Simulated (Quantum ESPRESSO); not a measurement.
Nb:

```xyz
1
Lattice="-1.6640 1.6640 1.6640 1.6640 -1.6640 1.6640 1.6640 1.6640 -1.6640" Properties=species:S:1:pos:R:3 pbc="T T T"
Nb    0.0000    0.0000    0.0000
```

Base run:

```yaml
Program: Quantum ESPRESSO 7.5
Functional: PBEsol
Potentials_or_basis: GBRV 1.5 PBEsol
Cutoff: 612 eV
Density_cutoff: 4898 eV
k_mesh: 11 × 11 × 11
Occupations: fermi-dirac, width 0.05 eV
Spin: no spin polarisation
```

Its results: band gap on the k mesh none (metal or under the smearing width); pressure -8.3 GPa.

The run is repeated on the same cell with these changes: potentials or basis from GBRV 1.5 PBEsol to PseudoDojo 0.4.1 SR PBEsol standard; cutoff from 612 eV to 1116 eV; density cutoff from 4898 eV to 4463 eV. What comes out?

Band gap on the k mesh none (metal or under the smearing width); pressure -7.6 GPa.

Not every run made on this cell is shown here.
